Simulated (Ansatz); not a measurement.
**MoS2: comparing deformations**

These are results of DFT PBE+D3(BJ), scalar-relativistic, plane waves, PAW in Ansatz, not measurements. The runs took a 420 eV cutoff, a Γ-centred 12×12×12 mesh and Gaussian smearing (0.05 eV). No spin polarisation. Energies are free energies at this smearing, counted from the undisturbed cell; pressure is positive in compression.

Zero of the scan (relaxed at this level):

```
Mo S
1.0
     1.57647    0.91018    5.99653
    -1.57647    0.91018    5.99653
     0.00000   -1.82036    5.99653
Mo S
1 2
Direct
  0.00002 0.00002 0.00002
  0.75356 0.75356 0.75356
  0.57972 0.57972 0.57972
```

The cell is strained by ε times a Voigt pattern (xx, yy, zz, yz, xz, xy; engineering shear) with fractional coordinates fixed. τ = (1/V0) dE/dε comes from the stress tensor. Of each scan, only the three points used here are listed.

| pattern | ε | τ (GPa) |
| --- | --- | --- |
| (0, 0, 0, 0, 0, 1) | -0.0200 | -1.90 |
| (0, 0, 0, 0, 0, 1) | 0.0000 | 0.00 |
| (0, 0, 0, 0, 0, 1) | 0.0300 | 2.85 |
| (1, 1, 0, 0, 0, 0) | -0.0250 | -19.34 |
| (1, 1, 0, 0, 0, 0) | 0.0000 | -0.03 |
| (1, 1, 0, 0, 0, 0) | 0.0250 | 15.97 |

**Question.** Which constants do the scans give, and which deformation costs least for the same size of strain tensor?

**Answer.** The slope dτ/dε at zero (parabola through three points) is pᵀCp: (0, 0, 0, 0, 0, 1) gives C66 = 95 GPa; (1, 1, 0, 0, 0, 0) gives C11 + C22 + 2 C12 = 706 GPa. The size of the strain tensor, ε:ε, is ε² times 0.5, 2.0. Per unit of it the stiffnesses are 190, 353 GPa, so (0, 0, 0, 0, 0, 1) is the softest of these: at ε:ε = (1 %)² the quadratic term costs 1.02 meV/atom against 1.90 for the stiffest. These are clamped-ion values.

Forces appear on the atoms along this scan, and letting them relax would lower the energy and soften the response.

Cost: 13 runs of about 3.2 core-minutes in all, on Intel Xeon 6975P-C (Granite Rapids) (shared hosts).